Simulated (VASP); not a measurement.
# Te2Mo in VASP: a series of runs, part 3 of 3

VASP 6.6.1. Earlier steps stand in the parts before.

### Step 6. Phonons, PBE+D3(BJ)

The input, POSCAR:

```
Te2Mo
1.0
    3.5025290825      0.0000000000      0.0000000000
   -1.7512645413      3.0332791673      0.0000000000
    0.0000000000      0.0000000000     21.6051888000
  Te              Mo
     2     1
Direct
     0.3333333300000021    0.6666666699999979    0.4158430858621642
     0.3333333300000021    0.6666666699999979    0.5841569141378358
     0.6666666699999979    0.3333333300000021    0.5000000000000000
```

The input, INCAR.step1:

```
SYSTEM = Te2Mo
ALGO = Fast ; EDIFF = 1E-8
EDIFFG = -0.002 ; ENCUT = 600
GGA = PE ; IBRION = 2
ISIF = 2 ; ISMEAR = 0
IVDW = 12 ; LASPH = .True.
LATTICE_CONSTRAINTS = .TRUE. .TRUE. .FALSE. ; LCHARG = .False.
LREAL = .False. ; LWAVE = .False.
NELM = 80 ; NSW = 40
PREC = Accurate ; SIGMA = 0.03
```

The input, INCAR.step2:

```
SYSTEM = Te2Mo
ALGO = Fast ; EDIFF = 1E-8
ENCUT = 600 ; GGA = PE
IBRION = 6 ; ISIF = 2
ISMEAR = 0 ; IVDW = 12
LASPH = .True. ; LATTICE_CONSTRAINTS = .TRUE. .TRUE. .FALSE.
LCHARG = .False. ; LREAL = .False.
LWAVE = .False. ; NELM = 80
NFREE = 2 ; NSW = 1
POTIM = 0.015 ; PREC = Accurate
SIGMA = 0.03
```

The input, KPOINTS:

```
k-points
0
Gamma
  12 12 1
  0 0 0
```

Potentials or basis: VASP PAW PBE potentials, release 64 (Te, Mo_sv).

Started as:

```
cat potpaw_PBE.64/Te/POTCAR potpaw_PBE.64/Mo_sv/POTCAR > POTCAR
cp INCAR.step1 INCAR
mpirun -np 1 vasp_std > vasp.out
cp CONTCAR POSCAR
cp INCAR.step2 INCAR
mpirun -np 1 vasp_std > vasp.out
```

OUTCAR:

```text
SYSTEM = Te2Mo
   EDIFF = 1E-8
   ENCUT = 600
   GGA = PE
   IBRION = 6
   ISIF = 2
   ISMEAR = 0
   IVDW = 12
   LASPH = .True.
   LREAL = .False.
   NELM = 80
   NFREE = 2
   NSW = 1
   POTIM = 0.015
   PREC = Accurate
 IVDW          = 12

 ion  position               nearest neighbor table
   1  0.333  0.667  0.416-   3 2.72   3 2.72   3 2.72   2 3.64
   2  0.333  0.667  0.584-   3 2.72   3 2.72   3 2.72   1 3.64
   3  0.667  0.333  0.500-   1 2.72   2 2.72   1 2.72   2 2.72   1 2.72   2 2.72

  LATTYP: Found a hexagonal cell.
 ALAT       =     3.5025290825
 C/A-ratio  =     6.1684537918

  Lattice vectors:

 A1 = (   3.5025290825,   0.0000000000,   0.0000000000)
 A2 = (  -1.7512645413,   3.0332791673,   0.0000000000)
 A3 = (   0.0000000000,   0.0000000000,  21.6051888000)

Analysis of symmetry for initial positions (statically):
=====================================================================
 Subroutine PRICEL returns:
 Original cell was already a primitive cell.

 Routine SETGRP: Setting up the symmetry group for a
 hexagonal supercell.

 Subroutine GETGRP returns: Found 12 space group operations
 (whereof 12 operations were pure point group operations)
 out of a pool of 24 trial point group operations.

The static configuration has the point symmetry D_3h.

Analysis of symmetry for dynamics (positions and initial velocities):
=====================================================================
 Subroutine PRICEL returns:
 Original cell was already a primitive cell.

 Routine SETGRP: Setting up the symmetry group for a
 hexagonal supercell.

 Subroutine GETGRP returns: Found 12 space group operations
 (whereof 12 operations were pure point group operations)
[... 149 lines left out ...]

  energy without entropy =      -18.00798647  energy(sigma->0) =      -18.00798647

------------------------ aborting loop because EDIFF is reached ----------------------------------------

 Edisp (eV)   -1.20387

 E8    (eV) :    -0.5854
[... 319 lines left out ...]
--------------------------------------- Ionic step        9  -------------------------------------------

 number of electron      26.0000000 magnetization

 Free energy of the ion-electron system (eV)
  ---------------------------------------------------
  ext. energy  EPLUGINS =         0.00000000
  ---------------------------------------------------
  free energy    TOTEN  =       -18.00555056 eV

  energy without entropy =      -18.00555056  energy(sigma->0) =      -18.00555056

 E-fermi :  -0.3386     XC(G=0):  -3.9181

 val. band max:       -0.6443247769   @ k =   0.3333   0.3333   0.0000
 cond. band min:       0.5489501030   @ k =   0.3333   0.3333   0.0000
 fundamental gap:      1.1932748799
 Fermi energy:        -0.3386228092

 k-point     1 :       0.0000    0.0000    0.0000
  band No.  band energies     occupation
      1     -61.2976      2.00000
      2     -35.4751      2.00000
      3     -35.3303      2.00000
      4     -35.3303      2.00000
      5     -13.3498      2.00000
      6     -12.4228      2.00000
[... 403 lines left out ...]
  FREE ENERGIE OF THE ION-ELECTRON SYSTEM (eV)
  ---------------------------------------------------
  free  energy   TOTEN  =       -19.2094138218 eV

  energy  without entropy=      -19.2094138218  energy(sigma->0) =      -19.20941382

 INTERNAL STRAIN TENSORS FROM DISPLACED ATOMS
 ============================================

 INTERNAL STRAIN TENSOR FOR ION    1 for displacements in x,y,z  (eV/Angst):
          X           Y           Z          XY          YZ          ZX
  --------------------------------------------------------------------------------
  x     0.00000    -0.00000     0.00000    -3.43069    -0.00000    11.48399
  y    -3.43069     3.43069     0.00000    -0.00000    11.48400    -0.00000
  z     9.14320     9.14320    24.96384    -0.00000    -0.00000    -0.00000

 INTERNAL STRAIN TENSOR FOR ION    3 for displacements in x,y,z  (eV/Angst):
          X           Y           Z          XY          YZ          ZX
  --------------------------------------------------------------------------------
  x    -0.00000     0.00000     0.00000     6.87126     0.00000     0.00000
  y     6.87126    -6.87126     0.00000     0.00000     0.00000     0.00000
  z     0.00000     0.00000     0.00000     0.00000     0.00000     0.00000

 Eigenvectors and eigenvalues of the dynamical matrix
 ----------------------------------------------------

   1 f  =    8.720842 THz    54.794669 2PiTHz  290.895991 cm-1    36.066490 meV
             X         Y         Z           dx          dy          dz
     -0.000000  2.022186  8.984368     0.000000    0.000000   -0.369598
     -0.000000  2.022186 12.620820     0.000000   -0.000000   -0.369598
      1.751265  1.011093 10.802594    -0.000000    0.000000    0.852522
[... 43 lines left out ...]
   9 f/i=    0.000761 THz     0.004779 2PiTHz    0.025370 cm-1     0.003145 meV
             X         Y         Z           dx          dy          dz
     -0.000000  2.022186  8.984368    -0.597622   -0.079270   -0.000000
     -0.000000  2.022186 12.620820    -0.597622   -0.079270   -0.000000
      1.751265  1.011093 10.802594    -0.518079   -0.068720   -0.000000

 ELASTIC MODULI CONTR FROM IONIC RELAXATION (kBar)
 Direction    XX          YY          ZZ          XY          YZ          ZX
 --------------------------------------------------------------------------------
 XX        -108.4883    -61.6325   -232.2419      0.0000     -0.0000      0.0000
 YY         -61.6325   -108.4883   -232.2419      0.0000      0.0000      0.0000
 ZZ        -232.2419   -232.2419   -634.0943      0.0000      0.0000      0.0000
 XY           0.0000      0.0000      0.0000    -23.4279     -0.0000      0.0000
 YZ          -0.0000      0.0000      0.0000     -0.0000   -291.5779      0.0000
 ZX           0.0000      0.0000      0.0000      0.0000      0.0000   -291.5775
 --------------------------------------------------------------------------------
```

Run time: 15 min. Hardware: 1 thread of Intel Xeon 6975P-C (Granite Rapids), shared host; peak memory 0.81 GiB.

What came out:

```yaml
Highest_phonon_frequency_at_Γ_LO-TO_splitting_left_out: 291 cm⁻¹
Dispersion_energy_per_atom: -0.401 eV
```

Phonon frequencies in cm⁻¹ (negative: imaginary):
| q point | frequencies |
| --- | --- |
| (0.000, 0.000, 0.000) | 0 0 0 116 116 171 234 234 291 |

### Step 7. Summary

```tsv
task	level	cell	k mesh	cutoff (eV)	dipole correction	grid for exact exchange (PRECFOCK)	screening parameter	exchange at q = 0	by perturbation theory	gap on the mesh (eV)	largest force (eV/Å)
band structure	PBE+D3(BJ)	P-6m2, 76.51 Å³/atom	9 × 9 × 1	520	yes	-	-	-	-	1.19	-
band structure	HSE06	P-6m2, 76.51 Å³/atom	9 × 9 × 1	520	yes	Fast	0.2 1/A	-	-	1.65	0.43
band structure	PBE0	P-6m2, 76.51 Å³/atom	9 × 9 × 1	520	yes	Fast	-	truncated	-	2.29	0.43
phonons	PBE	P-6m2, 78.71 Å³/atom	12 × 12 × 1	600	-	-	-	-	no	-	-
phonons	PBE+D3(BJ)	P-6m2, 76.51 Å³/atom	12 × 12 × 1	600	-	-	-	-	no	-	-
```

Alike in all rows: potentials or basis VASP PAW PBE potentials, release 64 (Te, Mo_sv); no spin polarisation; smearing gaussian 0.03 eV.

On the cell as given the gap runs from 1.19 eV (PBE+D3(BJ)) to 2.29 eV (PBE0).

Caveats: spin-orbit coupling is left out, which moves the levels of the heavy elements (some runs); the PAW data sets were made with another functional, which shifts forces and pressure a little (some runs).

Total energies depend on the potentials used, so only differences within one code and one set of settings carry meaning.
